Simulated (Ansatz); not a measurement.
TePb under changes of volume

One of the cells (33.730 Å³/atom); the others are scaled copies at fixed shape and fractional positions:

```
Pb Te
1.0
     0.00000    3.23100    3.23100
     3.23100    0.00000    3.23100
     3.23100    3.23100    0.00000
Pb Te
1 1
Direct
  0.00000 0.00000 0.00000
  0.50000 0.50000 0.50000
```

* Program: Ansatz 0.2.0
* Functional: PBE
* Potentials or basis: all-electron LAPW, scalar-relativistic
* Cutoff: 194 eV (chosen from the basis error)
* Basis error allowed: 0.0005 eV/atom
* k mesh: 7 × 7 × 7
* Occupations: fermi-dirac, width 0.05 eV
* Spin: no spin polarisation

| volume (Å³/atom) | energy over the lowest point (meV/atom) | pressure (GPa) |
| --- | --- | --- |
| 31.706 | 57.45 | 5.5 |
| 32.380 | 36.97 | 4.3 |
| 33.055 | 21.47 | 3.1 |
| 33.730 | ? | ? |
| 34.404 | 3.46 | 1.2 |
| 35.079 | 0.10 | 0.4 |
| 35.753 | 0.00 | -0.3 |

Task: What does the run at 33.730 Å³/atom give?

Result: Energy over the lowest point 10.45 meV/atom; pressure 2.1 GPa.

Worked out: A Birch-Murnaghan fit of order 3 (a polynomial in V^(-2/3)) to the other rows has its minimum at 35.44 Å³/atom with B0 = V·E''(V) = 38 GPa and B' = 4.5. It gives 10.44 meV/atom at 33.730 Å³/atom, against the run's 10.45, and -dE/dV = 2.1 GPa, against 2.1.

Energies are extrapolated to zero smearing.
